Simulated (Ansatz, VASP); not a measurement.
# One calculation of Ta, two programs

The input POSCAR:

```
Ta
1.0
    0.0000000000      2.7642669085      2.7642669085
    2.7642669085      0.0000000000      2.7642669085
    2.7642669085      2.7642669085      0.0000000000
Ta
2
Direct
    0.5000000000      0.5000000000      0.5000000000
    0.7500000000      0.7500000000      0.7500000000
```

The input INCAR.step1:

```
PREC = Accurate ; ENCUT = 600
ISMEAR = 0 ; SIGMA = 0.1
LREAL = F ; LASPH = T
NELM = 60 ; GGA = PE
ALGO = Normal ; EDIFF = 1E-4
LWAVE = T ; LCHARG = F
```

INCAR.step2

```
PREC = Accurate ; ENCUT = 600
EDIFF = 1E-6 ; ISMEAR = 0
SIGMA = 0.1 ; LREAL = F
LASPH = T ; NELM = 60
ALGO = Normal ; ISIF = 3
LWAVE = F ; LCHARG = F
METAGGA = R2SCAN ; LMIXTAU = T
IBRION = 2 ; NSW = 90
EDIFFG = -0.04 ; ISTART = 1
```

KPOINTS

```
regular mesh
0
Gamma
  6 6 6
```

Input for Ansatz:

```yaml
crystal:
  lattice:
    - [0.0, 2.7642669085, 2.7642669085]
    - [2.7642669085, 0.0, 2.7642669085]
    - [2.7642669085, 2.7642669085, 0.0]
  atoms:
    - { symbol: Ta, position: [0.5, 0.5, 0.5] }
    - { symbol: Ta, position: [0.75, 0.75, 0.75] }
basis:
  ecutwfc: 500
kpoints:
  mp_grid: { grid: [6, 6, 6] }
hamiltonian:
  xc: r2scan
scf:
  occupations: { method: gaussian, width: 0.1 }
  lower_state_search: "off"
output:
  forces: true
  stress: true
  eigenvalues: true
relax:
  adjacent_minimum: "off"
  f_tol: 0.04
  max_steps: 70
  cell: { stress_tol: 0.4 }
```

Alike in both runs: task relaxation of cell and atoms; functional r2SCAN; k mesh 6 × 6 × 6; occupations gaussian, width 0.1 eV; no spin polarisation.

```csv
,VASP,Ansatz
version,VASP 6.6.1,Ansatz 0.2.0
potentials or method,"VASP PAW PBE potentials, release 64 (Ta_pv)","scalar-relativistic, plane waves, PAW"
plane-wave cutoff (eV),600,500
valence electrons in the cell,22,26
```

Ansatz gave:

| Property | Result |
| --- | --- |
| gap on the k mesh at the Fermi level, each at its own relaxed structure (eV) | none |
| relaxed volume (Å³/atom) | 27.56 |
| relaxed cell length with the largest relative difference (Å) | 4.272 |
| energy change over the relaxation (meV/atom) | -502 |

**Question.** What did VASP give for the same quantities?

**Answer.** gap on the k mesh at the Fermi level, each at its own relaxed structure (eV): none; relaxed volume (Å³/atom): 27.79; relaxed cell length with the largest relative difference (Å): 4.283; energy change over the relaxation (meV/atom): -532.

A gap of «none» marks a metal or a gap that the smearing closes. The two sets of potentials don't hold the same shells in valence.

Caveats: the volume moved by over 15 % at a fixed basis, so the end points are rough (VASP); the PAW data sets were made with another functional, which shifts forces and pressure a little (VASP). The runs have no spin-orbit coupling, so splittings on Ta are missing.
